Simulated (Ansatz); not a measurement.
# Residual resistivity of an alloy: Re(0001) with 2 layers of random Re-V, 2x2, part 2 of 2

Aim: the residual resistivity of a random alloy, from Re(0001) with 2 layers of random Re-V, 2x2 and longer regions.

Ansatz 0.2.0; Ansatz plane-wave DFT, PBE, PAW files; ballistic transport by layer matching (Landauer), zero bias; PAW set soft_1.

So far. Step 3 (With 6 alloy layers): Over the solved energies the transmission per spin lies between 2.07 and 2.14, out of 5.26 channels of the lead on average (up to 5.38).

## 4. With 10 alloy layers

In 10 layers a share of 0.5 of the sites is given to V at random. A fresh draw is used; the growth of the resistance with length is what counts.

System of this step: Re(0001) with 10 layers of random Re-V, 2x2. The cell holds 80 atoms: 60 Re and 20 V. Cell: a = 5.522 Å, b = 5.522 Å, c = 44.582 Å, α = 90.0°, β = 90.0°, γ = 120.0°. It derives from Re. Regions: lead, 40 atoms (40 Re); scattering region, 40 atoms (20 Re and 20 V). The structure is stacked along c, and the current runs across the ab planes.

The input, input.yaml:

```yaml
crystal:
  lattice:
    - [5.5216, 0.0, 0.0]
    - [-2.7608, 4.7818458695, 0.0]
    - [0.0, 0.0, 44.582]
  atoms:
    - { symbol: Re, position: [0.1666666667, 0.3333333333, 0.025] }
    - { symbol: Re, position: [0.1666666667, 0.8333333333, 0.025] }
    - { symbol: Re, position: [0.6666666667, 0.3333333333, 0.025] }
    - { symbol: Re, position: [0.6666666667, 0.8333333333, 0.025] }
    - { symbol: Re, position: [0.3333333333, 0.1666666667, 0.075] }
    - { symbol: Re, position: [0.3333333333, 0.6666666667, 0.075] }
    - { symbol: Re, position: [0.8333333333, 0.1666666667, 0.075] }
    - { symbol: Re, position: [0.8333333333, 0.6666666667, 0.075] }
    - { symbol: Re, position: [0.1666666667, 0.3333333333, 0.125] }
    - { symbol: Re, position: [0.1666666667, 0.8333333333, 0.125] }
    - { symbol: Re, position: [0.6666666667, 0.3333333333, 0.125] }
    - { symbol: Re, position: [0.6666666667, 0.8333333333, 0.125] }
    - { symbol: Re, position: [0.3333333333, 0.1666666667, 0.175] }
    - { symbol: Re, position: [0.3333333333, 0.6666666667, 0.175] }
    - { symbol: Re, position: [0.8333333333, 0.1666666667, 0.175] }
    - { symbol: Re, position: [0.8333333333, 0.6666666667, 0.175] }
    - { symbol: Re, position: [0.1666666667, 0.3333333333, 0.225] }
    - { symbol: Re, position: [0.1666666667, 0.8333333333, 0.225] }
    - { symbol: Re, position: [0.6666666667, 0.3333333333, 0.225] }
    - { symbol: Re, position: [0.6666666667, 0.8333333333, 0.225] }
    - { symbol: Re, position: [0.3333333333, 0.1666666667, 0.275] }
    - { symbol: Re, position: [0.3333333333, 0.6666666667, 0.275] }
    - { symbol: Re, position: [0.8333333333, 0.1666666667, 0.275] }
    - { symbol: V, position: [0.8333333333, 0.6666666667, 0.275] }
    - { symbol: V, position: [0.1666666667, 0.3333333333, 0.325] }
    - { symbol: Re, position: [0.1666666667, 0.8333333333, 0.325] }
    - { symbol: V, position: [0.6666666667, 0.3333333333, 0.325] }
    - { symbol: Re, position: [0.6666666667, 0.8333333333, 0.325] }
    - { symbol: Re, position: [0.3333333333, 0.1666666667, 0.375] }
    - { symbol: V, position: [0.3333333333, 0.6666666667, 0.375] }
    - { symbol: V, position: [0.8333333333, 0.1666666667, 0.375] }
    - { symbol: V, position: [0.8333333333, 0.6666666667, 0.375] }
    - { symbol: Re, position: [0.1666666667, 0.3333333333, 0.425] }
    - { symbol: V, position: [0.1666666667, 0.8333333333, 0.425] }
    - { symbol: V, position: [0.6666666667, 0.3333333333, 0.425] }
    - { symbol: V, position: [0.6666666667, 0.8333333333, 0.425] }
    - { symbol: V, position: [0.3333333333, 0.1666666667, 0.475] }
    - { symbol: V, position: [0.3333333333, 0.6666666667, 0.475] }
    - { symbol: Re, position: [0.8333333333, 0.1666666667, 0.475] }
    - { symbol: V, position: [0.8333333333, 0.6666666667, 0.475] }
    - { symbol: V, position: [0.1666666667, 0.3333333333, 0.525] }
    - { symbol: V, position: [0.1666666667, 0.8333333333, 0.525] }
    - { symbol: Re, position: [0.6666666667, 0.3333333333, 0.525] }
    - { symbol: Re, position: [0.6666666667, 0.8333333333, 0.525] }
    - { symbol: Re, position: [0.3333333333, 0.1666666667, 0.575] }
    - { symbol: Re, position: [0.3333333333, 0.6666666667, 0.575] }
    - { symbol: Re, position: [0.8333333333, 0.1666666667, 0.575] }
    - { symbol: Re, position: [0.8333333333, 0.6666666667, 0.575] }
    - { symbol: Re, position: [0.1666666667, 0.3333333333, 0.625] }
    - { symbol: Re, position: [0.1666666667, 0.8333333333, 0.625] }
    - { symbol: V, position: [0.6666666667, 0.3333333333, 0.625] }
    - { symbol: V, position: [0.6666666667, 0.8333333333, 0.625] }
    - { symbol: Re, position: [0.3333333333, 0.1666666667, 0.675] }
    - { symbol: Re, position: [0.3333333333, 0.6666666667, 0.675] }
    - { symbol: V, position: [0.8333333333, 0.1666666667, 0.675] }
    - { symbol: V, position: [0.8333333333, 0.6666666667, 0.675] }
    - { symbol: Re, position: [0.1666666667, 0.3333333333, 0.725] }
    - { symbol: V, position: [0.1666666667, 0.8333333333, 0.725] }
    - { symbol: Re, position: [0.6666666667, 0.3333333333, 0.725] }
    - { symbol: V, position: [0.6666666667, 0.8333333333, 0.725] }
    - { symbol: Re, position: [0.3333333333, 0.1666666667, 0.775] }
    - { symbol: Re, position: [0.3333333333, 0.6666666667, 0.775] }
    - { symbol: Re, position: [0.8333333333, 0.1666666667, 0.775] }
    - { symbol: Re, position: [0.8333333333, 0.6666666667, 0.775] }
    - { symbol: Re, position: [0.1666666667, 0.3333333333, 0.825] }
    - { symbol: Re, position: [0.1666666667, 0.8333333333, 0.825] }
    - { symbol: Re, position: [0.6666666667, 0.3333333333, 0.825] }
    - { symbol: Re, position: [0.6666666667, 0.8333333333, 0.825] }
    - { symbol: Re, position: [0.3333333333, 0.1666666667, 0.875] }
    - { symbol: Re, position: [0.3333333333, 0.6666666667, 0.875] }
    - { symbol: Re, position: [0.8333333333, 0.1666666667, 0.875] }
    - { symbol: Re, position: [0.8333333333, 0.6666666667, 0.875] }
    - { symbol: Re, position: [0.1666666667, 0.3333333333, 0.925] }
    - { symbol: Re, position: [0.1666666667, 0.8333333333, 0.925] }
    - { symbol: Re, position: [0.6666666667, 0.3333333333, 0.925] }
    - { symbol: Re, position: [0.6666666667, 0.8333333333, 0.925] }
    - { symbol: Re, position: [0.3333333333, 0.1666666667, 0.975] }
    - { symbol: Re, position: [0.3333333333, 0.6666666667, 0.975] }
    - { symbol: Re, position: [0.8333333333, 0.1666666667, 0.975] }
    - { symbol: Re, position: [0.8333333333, 0.6666666667, 0.975] }
kpoints:
  mp_grid: { grid: [5, 5, 1] }
hamiltonian:
  xc: pbe
  pseudopotentials: { kind: paw, azcp: { folder: soft_1 } }
scf:
  occupations: { method: fermi_dirac, width: 0.1 }
output:
  transmission:
    leads: [[0, 8]]
    kmesh: [10, 10]
    e_range: [-0.05, 0.05]
    de: 0.05
  write_potential: true
  write_density: true
  volumetric_format: npy
```

Started as:

```sh
$ ansatz run input.yaml --threads 4 --pin off --max-ram 15360MiB --backend cpu --events-out ev --progress --plain --runs-dir out
```

Numbers of over 12 decimals in the logs are rounded to 6 here.

Output:

```text
[...]
Crystal: 80 atoms, lattice volume = 1177.118 Å³
Basis set: ecut = 420 eV, 23015 PW (Γ)
Bands: 696, of which v1, the nominal top of the filled ones, is band 580 counted from 1 (579 counted from 0)
Symmetry: 1 space group operations
[...]
k-points: 13 of 25 (time reversal used)
[...]
SCF iter   1: F=—  HF=-710462.689395 eV  |F-HF|=—  |Δ(HF+E_count)|=         —  Δρ=1.65e-1  dr2=1.45e4  ethr=3.10e-3  ⟨swp⟩=4.3  Hψ=26930  notcnv=0  defer=2
[...]
SCF iter  11: F=-710401.323877 eV  HF=-710401.323877 eV  |F-HF|=1.00e-8  |Δ(HF+E_count)|=   8.38e-9  Δρ=3.89e-7  dr2=1.02e-8  ethr=8.62e-12  ⟨swp⟩=8.3  Hψ=19997  notcnv=0
SCF 1 converged in 11 iterations: F = -710401.323877 eV  dr2 = 1.02e-8
[...]
transmission: 417 of 4160 steps passed
transmission: 832 of 4160 steps passed
[...]
transmission: 4160 of 4160 steps passed
SCF converged after 11 iterations
Free energy (F): -710401.323877 eV
[...]
Internal energy: -710398.087979 eV  (E = F + TS)
E sigma→0 (E₀):  -710399.705928 eV
Entropy (-TS):   -3.235897 eV (-40.449 meV/atom)
Fermi energy:    21.829493 eV
[...]
--- Band table (eV; the first three rows and the last of 13) ---
  k-point 0: bands = [... 576 lower, 22.1803, 22.1882, 22.1968, 22.2059, 22.2424, 22.3034, 22.3121, 22.3272, ... 112 higher]
  k-point 1: bands = [... 576 lower, 21.9529, 21.9717, 21.9802, 21.9970, 22.0104, 22.0229, 22.0301, 22.0545, ... 112 higher]
  k-point 2: bands = [... 576 lower, 21.6243, 21.6412, 21.6681, 21.6776, 21.7054, 21.7137, 21.7542, 21.7911, ... 112 higher]
  k-point 12: bands = [... 576 lower, 21.6393, 21.6559, 21.6711, 21.7111, 21.7451, 21.7493, 21.7830, 21.8014, ... 112 higher]
--- Transmission ---
  basis      : 235 plane waves across, 80 finite elements along
  points     : 52, standing for a mesh of 10 x 10
[...]
channels       : 5.380000e0 a spin
[...]
junction   : crystal 0 to crystal 0, 0.70 to 40.82 Å
    transmission   : 1.686138e0 a spin
[...]
```

Run time: 14 min. Hardware: 4 threads of Intel Xeon Platinum 8375C at 2.90GHz (Ice Lake), shared host; peak memory 8.5 GiB.

Numbers from this step:

```yaml
free_energy: -710401.3239 eV
energy_at_zero_smearing: -710399.7059 eV
fermi_energy: 21.83 eV
transmission_per_spin_nearest_the_fermi_level: 1.686
step_of_the_lead_s_potential: 20.9 meV
```

Per spin. Transmission, zone mean against energy, zero at the Fermi level:

```tsv
energy (eV)	transmission, zone mean
-0.0500	1.64
0.0000	1.69
0.0500	1.67
```

Over the solved energies the transmission per spin lies between 1.64 and 1.69, out of 5.26 channels of the lead on average (up to 5.38).

## 5. Resistance against length

This step: Ansatz plane-wave DFT, PBE, PAW files; ballistic transport by layer matching (Landauer), zero bias; residual resistivity from the slope of the area resistance, atoms on the host's lattice; PAW set soft_1 (Ansatz 0.2.0).

Numbers from this step:

```
resistivity           : 49.29 µΩ cm
intercept             : 0.3015 fΩ m²
scatter about the fit : 0.004793 fΩ m²
```

Resistance, by row:

```tsv
run	length (Å)	T	channels N	RA (fΩ m²)
n2	4.458	2.919	5.247	0.5179
n6	13.37	2.11	5.26	0.9675
n10	22.29	1.667	5.26	1.397
```

Area resistance against length of the alloy:

```tsv
length of the alloy (Å)	area resistance (fΩ m²)
4.46	0.518
13.37	0.967
22.29	1.40
```

The area resistance goes from 0.52 to 1.4 fΩ m² between 4.5 and 22.3 Å, a slope of 49 µΩ cm.

By hand from the end points: (1.397 − 0.5179) fΩ m² / (22.29 − 4.46) Å = 49 µΩ cm, since 1 fΩ m² per Å is 1000 µΩ cm.

## 6. Summary of results

```
resistivity from the slope  : 49.3 µΩ cm
area resistance over 4.46 Å : 0.518 fΩ m²
area resistance over 13.4 Å : 0.967 fΩ m²
area resistance over 22.3 Å : 1.40 fΩ m²
```

The slope gives 49 µΩ cm. The points scatter by 0.0048 fΩ m² about the line, with one random draw a length in a 2x2 cell, so the slope is a rough value. Read with a model of isotropic scattering on a spherical Fermi surface and the lead's 1.5×10¹⁵ S/m², this slope means a mean free path near 10 Å (a rough figure, since the alloy's own channel count differs); over these lengths the model's slope is within 3 % of its bulk resistivity. The atoms sit on the host's lattice, so scattering by size misfit is left out. With 50 % of V, whose own structure is another, this is a hypothetical phase. Spin-orbit coupling is left out, which matters for Re.

[Logs are printed without paths, hosts, clocks, repeated set-up lines and the standing remarks that a program may print on its own settings, such as how far it seeks lower states.]

[Hosts, paths, dates, database ids (printed as entryN), source tags and the programs' standing remarks are cut or masked in the printed files.]
